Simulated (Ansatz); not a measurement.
# Platinum, fcc under LDA: how the plane-wave cutoff moves the result

How high must the plane-wave cutoff be for energy and pressure to settle? The geometry was relaxed under LDA beforehand and stays fixed; 9 values are run, from 150 to 800 eV. Wanted are the values from which on the energy stays within 10 and 1 meV/atom, and the pressure within 0.5 GPa, of the last run. Within the series other settings stay, but some runs also write fields, which adds to their time. Spin polarisation is left out.

Program: Ansatz 0.2.0. Level of theory: DFT LDA, plane waves with PAW, scalar-relativistic. These are calculated values, not measurements.

### 1 Starting point

The structure is cubic, space group Fm-3m (No. 225). Conventional cell: a = 3.895 Å, b = 3.895 Å, c = 3.895 Å, α = 90.00°, β = 90.00°, γ = 90.00°. Around Pt (site symmetry m-3m) lie 12 Pt at 2.75 Å.

Structure file:

```
CELL_PARAMETERS angstrom
0.00000 1.94743 1.94743
1.94743 0.00000 1.94743
1.94743 1.94743 0.00000
ATOMIC_POSITIONS crystal
Pt 0.00000 0.00000 0.00000
```

### 2 The usual settings first

input.yaml

```yaml
crystal:
  lattice:
    - [0.0, 1.9474302061, 1.9474302061]
    - [1.9474302061, 0.0, 1.9474302061]
    - [1.9474302061, 1.9474302061, 0.0]
  atoms:
    - { symbol: Pt, position: [0.0, 0.0, 0.0] }
hamiltonian:
  xc: lda
  pseudopotentials:
    kind: paw
    azcp:
      Pt: "pseudopotentials/Pt.paw.azcp"
basis:
  ecutwfc: 420
  fft_grid_basis: typed
kpoints:
  mp_grid: { grid: [23, 23, 23], shift: [0, 0, 0] }
magnetization:
  spin_polarized: false
scf:
  occupations: { method: fermi_dirac, width: 0.1 }
  lower_state_search: "off"
output:
  stress: true
  write_density: true
  write_potential: true
  elf: true
  volumetric_format: npy
```

On the command line:

```sh
> ansatz run input.yaml --threads 2 --pin off --max-ram 5120MiB --backend cpu --events-out ev --progress --plain --runs-dir out
```

What it wrote (excerpt; [...] marks lines left out):

```text
Warning: <dir> the record states the generating functional pbe (its physics header spells it `PBE`), which answers neither for hamiltonian.xc's functional nor for the lda family's — results may be inconsistent (PPs are generated against a specific XC)
Warning: RAYON_NUM_THREADS=2 ignored (pool sized by the plan → 2); use --threads N
[...]
Pseudopotentials: kind: paw
Pseudopotential: Pt, paw, valence charge 18, recommended cutoff 420 eV (normal), <dir>
Functional definition: SPW92
[...]
Crystal: 1 atoms, lattice volume = 14.771 Å³
Basis set: ecut = 420 eV, 283 PW (Γ)
Bands: 13, of which v1, the nominal top of the filled ones, is band 9 counted from 1 (8 counted from 0)
Symmetry: 48 space group operations
Space group: Fm-3m (ITA 225), of the structure as read, at distance tolerance 2.5e-5 Å
k-points: 364 of 12167
[...]
SCF iter   1: F=—  HF=-12245.017251 eV  |F-HF|=—  |Δ(HF+E_count)|=         —  Δρ=6.61e-3  dr2=2.64e-3  ethr=1.77e-3  ⟨swp⟩=5.0  Hψ=26513  notcnv=0
[...]
SCF iter   6: F=-12245.016174 eV  HF=-12245.016174 eV  |F-HF|=1.31e-10  |Δ(HF+E_count)|=  2.22e-10  Δρ=1.08e-6  dr2=1.74e-10  ethr=4.92e-12  ⟨swp⟩=3.9  Hψ=23337  notcnv=0
[...]
SCF converged after 6 iterations
Free energy (F): -12245.016174 eV
[...]
E sigma→0 (E₀):  -12244.989284 eV
Entropy (-TS):   -0.053781 eV (-53.781 meV/atom)
Fermi energy:    23.699805 eV
[...]
--- Stress (GPa, compression-positive) ---
        0.128341      -0.000000      -0.000000
        0.000000       0.128341       0.000000
       -0.000000       0.000000       0.128341
  P = ⅓ Tr σ = 0.1283 GPa (1.283 kbar)
--- Band table (eV; the first three rows and the last of 364) ---
  k-point 0: bands = ["-75.0215", "-28.8934", "-28.8934", "-28.8934", "13.1563", "19.7370", "19.7370", "19.7370", "22.0032", "22.0032", "38.2706", "43.2695", "43.2695"]
[...]
```

Run time: 2.2 s. Hardware: 2 threads of Arm Neoverse V2, shared host; peak memory 0.34 GiB.

### 3 Run at 150 eV

The run at 150 eV.

input.yaml: that of step 2 with these lines changed.

```diff
@@ -14,6 +14,6 @@
 basis:
-  ecutwfc: 420
+  ecutwfc: 150
   fft_grid_basis: typed
 kpoints:
-  mp_grid: { grid: [23, 23, 23], shift: [0, 0, 0] }
+  mp_grid: { grid: [14, 14, 14], shift: [0, 0, 0] }
 magnetization:
@@ -25,5 +25 @@
   stress: true
-  write_density: true
-  write_potential: true
-  elf: true
-  volumetric_format: npy
```

On the command line:

```sh
> ansatz run input.yaml --threads 2 --pin off --max-ram 5120MiB --backend cpu --events-out ev --progress --plain --runs-dir out
```

What it wrote (excerpt; [...] marks lines left out):

```text
Warning: basis.ecutwfc = 150 eV is below the records' recommended 420 eV, and the density's cutoff is lower with it unless basis.ecutrho_ratio is high enough to keep the records' density cutoff: compare with a run at a higher cutoff
Warning: <dir> the record states the generating functional pbe (its physics header spells it `PBE`), which answers neither for hamiltonian.xc's functional nor for the lda family's — results may be inconsistent (PPs are generated against a specific XC)
Warning: RAYON_NUM_THREADS=2 ignored (pool sized by the plan → 2); use --threads N
[...]
Pseudopotentials: kind: paw
Pseudopotential: Pt, paw, valence charge 18, recommended cutoff 420 eV (normal), <dir>
Functional definition: SPW92
[...]
Crystal: 1 atoms, lattice volume = 14.771 Å³
Basis set: ecut = 150 eV, 59 PW (Γ)
Bands: 13, of which v1, the nominal top of the filled ones, is band 9 counted from 1 (8 counted from 0)
Symmetry: 48 space group operations
Space group: Fm-3m (ITA 225), of the structure as read, at distance tolerance 2.5e-5 Å
k-points: 104 of 2744
[...]
SCF iter   1: F=—  HF=-12204.107875 eV  |F-HF|=—  |Δ(HF+E_count)|=         —  Δρ=4.44e-1  dr2=1.94e1  ethr=1.77e-3  ⟨swp⟩=4.6  Hψ=6449  notcnv=0
[...]
SCF iter   7: F=-12193.635308 eV  HF=-12193.635308 eV  |F-HF|=1.82e-11  |Δ(HF+E_count)|=   9.78e-9  Δρ=1.14e-6  dr2=5.20e-11  ethr=1.21e-10  ⟨swp⟩=1.5  Hψ=3764  notcnv=0
[...]
SCF converged after 7 iterations
Free energy (F): -12193.635308 eV
[...]
E sigma→0 (E₀):  -12193.615816 eV
Entropy (-TS):   -0.038984 eV (-38.984 meV/atom)
Fermi energy:    24.333197 eV
[...]
--- Stress (GPa, compression-positive) ---
     -103.168084       0.000000      -0.000000
        0.000000    -103.168084       0.000000
        0.000000      -0.000000    -103.168084
  P = ⅓ Tr σ = -103.1681 GPa (-1031.681 kbar)
```

Run time: 0.43 s. Hardware: 2 threads of Arm Neoverse V2, shared host; peak memory 0.24 GiB.

### 4 Run at 200 eV

The run at 200 eV.

input.yaml: that of step 3 with these lines changed.

```diff
@@ -14,3 +14,3 @@
 basis:
-  ecutwfc: 150
+  ecutwfc: 200
   fft_grid_basis: typed
```

On the command line:

```sh
> ansatz run input.yaml --threads 2 --pin off --max-ram 5120MiB --backend cpu --events-out ev --progress --plain --runs-dir out
```

What it wrote (excerpt; [...] marks lines left out):

```text
Warning: basis.ecutwfc = 200 eV is below the records' recommended 420 eV, and the density's cutoff is lower with it unless basis.ecutrho_ratio is high enough to keep the records' density cutoff: compare with a run at a higher cutoff
Warning: <dir> the record states the generating functional pbe (its physics header spells it `PBE`), which answers neither for hamiltonian.xc's functional nor for the lda family's — results may be inconsistent (PPs are generated against a specific XC)
Warning: RAYON_NUM_THREADS=2 ignored (pool sized by the plan → 2); use --threads N
[...]
Pseudopotentials: kind: paw
Pseudopotential: Pt, paw, valence charge 18, recommended cutoff 420 eV (normal), <dir>
Functional definition: SPW92
[...]
Crystal: 1 atoms, lattice volume = 14.771 Å³
Basis set: ecut = 200 eV, 113 PW (Γ)
Bands: 13, of which v1, the nominal top of the filled ones, is band 9 counted from 1 (8 counted from 0)
Symmetry: 48 space group operations
Space group: Fm-3m (ITA 225), of the structure as read, at distance tolerance 2.5e-5 Å
k-points: 104 of 2744
[...]
SCF iter   1: F=—  HF=-12235.084126 eV  |F-HF|=—  |Δ(HF+E_count)|=         —  Δρ=1.62e-1  dr2=2.08e0  ethr=1.77e-3  ⟨swp⟩=4.9  Hψ=6502  notcnv=0
[...]
SCF iter   7: F=-12234.096426 eV  HF=-12234.096426 eV  |F-HF|=9.09e-12  |Δ(HF+E_count)|=   2.51e-9  Δρ=4.09e-7  dr2=1.33e-11  ethr=4.17e-11  ⟨swp⟩=1.4  Hψ=3771  notcnv=0
[...]
SCF converged after 7 iterations
Free energy (F): -12234.096426 eV
[...]
E sigma→0 (E₀):  -12234.067862 eV
Entropy (-TS):   -0.057129 eV (-57.129 meV/atom)
Fermi energy:    23.611835 eV
[...]
--- Stress (GPa, compression-positive) ---
      -13.767765      -0.000000       0.000000
        0.000000     -13.767765      -0.000000
       -0.000000       0.000000     -13.767765
  P = ⅓ Tr σ = -13.7678 GPa (-137.678 kbar)
```

Run time: 0.47 s. Hardware: 2 threads of Arm Neoverse V2, shared host; peak memory 0.24 GiB.

### 5 Run at 250 eV

The run at 250 eV.

input.yaml: that of step 4 with these lines changed.

```diff
@@ -14,3 +14,3 @@
 basis:
-  ecutwfc: 200
+  ecutwfc: 250
   fft_grid_basis: typed
```

On the command line:

```sh
> ansatz run input.yaml --threads 2 --pin off --max-ram 5120MiB --backend cpu --events-out ev --progress --plain --runs-dir out
```

What it wrote (excerpt; [...] marks lines left out):

```text
Warning: basis.ecutwfc = 250 eV is below the records' recommended 420 eV, and the density's cutoff is lower with it unless basis.ecutrho_ratio is high enough to keep the records' density cutoff: compare with a run at a higher cutoff
Warning: <dir> the record states the generating functional pbe (its physics header spells it `PBE`), which answers neither for hamiltonian.xc's functional nor for the lda family's — results may be inconsistent (PPs are generated against a specific XC)
Warning: RAYON_NUM_THREADS=2 ignored (pool sized by the plan → 2); use --threads N
[...]
Pseudopotentials: kind: paw
Pseudopotential: Pt, paw, valence charge 18, recommended cutoff 420 eV (normal), <dir>
Functional definition: SPW92
[...]
Crystal: 1 atoms, lattice volume = 14.771 Å³
Basis set: ecut = 250 eV, 137 PW (Γ)
Bands: 13, of which v1, the nominal top of the filled ones, is band 9 counted from 1 (8 counted from 0)
Symmetry: 48 space group operations
Space group: Fm-3m (ITA 225), of the structure as read, at distance tolerance 2.5e-5 Å
k-points: 104 of 2744
[...]
SCF iter   1: F=—  HF=-12243.557625 eV  |F-HF|=—  |Δ(HF+E_count)|=         —  Δρ=4.25e-2  dr2=1.19e-1  ethr=1.77e-3  ⟨swp⟩=5.0  Hψ=6466  notcnv=0
[...]
SCF iter   6: F=-12243.504799 eV  HF=-12243.504799 eV  |F-HF|=1.24e-10  |Δ(HF+E_count)|=   1.98e-8  Δρ=1.93e-6  dr2=2.42e-10  ethr=3.13e-10  ⟨swp⟩=2.0  Hψ=4129  notcnv=0
[...]
SCF converged after 6 iterations
Free energy (F): -12243.504799 eV
[...]
E sigma→0 (E₀):  -12243.480679 eV
Entropy (-TS):   -0.048241 eV (-48.241 meV/atom)
Fermi energy:    23.721891 eV
[...]
--- Stress (GPa, compression-positive) ---
        4.783205      -0.000000      -0.000000
        0.000000       4.783205      -0.000000
       -0.000000       0.000000       4.783205
  P = ⅓ Tr σ = 4.7832 GPa (47.832 kbar)
```

It took 0.47 s on 2 threads of Arm Neoverse V2, shared host; peak memory 0.24 GiB.

### 6 Run at 300 eV

The run at 300 eV.

input.yaml: that of step 5 with these lines changed.

```diff
@@ -14,3 +14,3 @@
 basis:
-  ecutwfc: 250
+  ecutwfc: 300
   fft_grid_basis: typed
@@ -25 +25,5 @@
   stress: true
+  write_density: true
+  write_potential: true
+  elf: true
+  volumetric_format: npy
```

On the command line:

```sh
> ansatz run input.yaml --threads 2 --pin off --max-ram 5120MiB --backend cpu --events-out ev --progress --plain --runs-dir out
```

What it wrote (excerpt; [...] marks lines left out):

```text
Warning: basis.ecutwfc = 300 eV is below the records' recommended 420 eV, and the density's cutoff is lower with it unless basis.ecutrho_ratio is high enough to keep the records' density cutoff: compare with a run at a higher cutoff
Warning: <dir> the record states the generating functional pbe (its physics header spells it `PBE`), which answers neither for hamiltonian.xc's functional nor for the lda family's — results may be inconsistent (PPs are generated against a specific XC)
Warning: RAYON_NUM_THREADS=2 ignored (pool sized by the plan → 2); use --threads N
[...]
Pseudopotentials: kind: paw
Pseudopotential: Pt, paw, valence charge 18, recommended cutoff 420 eV (normal), <dir>
Functional definition: SPW92
[...]
Crystal: 1 atoms, lattice volume = 14.771 Å³
Basis set: ecut = 300 eV, 169 PW (Γ)
Bands: 13, of which v1, the nominal top of the filled ones, is band 9 counted from 1 (8 counted from 0)
Symmetry: 48 space group operations
Space group: Fm-3m (ITA 225), of the structure as read, at distance tolerance 2.5e-5 Å
k-points: 104 of 2744
[...]
SCF iter   1: F=—  HF=-12244.878290 eV  |F-HF|=—  |Δ(HF+E_count)|=         —  Δρ=9.84e-3  dr2=7.24e-3  ethr=1.77e-3  ⟨swp⟩=5.0  Hψ=6610  notcnv=0
[...]
SCF iter   6: F=-12244.875482 eV  HF=-12244.875482 eV  |F-HF|=6.00e-11  |Δ(HF+E_count)|=   8.08e-9  Δρ=1.25e-6  dr2=1.14e-10  ethr=1.44e-10  ⟨swp⟩=4.4  Hψ=6563  notcnv=0
[...]
SCF converged after 6 iterations
Free energy (F): -12244.875482 eV
[...]
E sigma→0 (E₀):  -12244.850289 eV
Entropy (-TS):   -0.050386 eV (-50.386 meV/atom)
Fermi energy:    23.688317 eV
[...]
--- Stress (GPa, compression-positive) ---
       -0.235159       0.000000      -0.000000
       -0.000000      -0.235159       0.000000
       -0.000000       0.000000      -0.235159
  P = ⅓ Tr σ = -0.2352 GPa (-2.352 kbar)
--- Band table (eV; the first three rows and the last of 104) ---
  k-point 0: bands = ["-75.1204", "-28.9484", "-28.9484", "-28.9484", "13.1541", "19.7314", "19.7314", "19.7314", "21.9926", "21.9926", "38.2734", "43.2817", "43.2817"]
[...]
```

Run time: 0.68 s. Hardware: 2 threads of Arm Neoverse V2, shared host; peak memory 0.26 GiB.

(Part 1 of 2 ends here.)
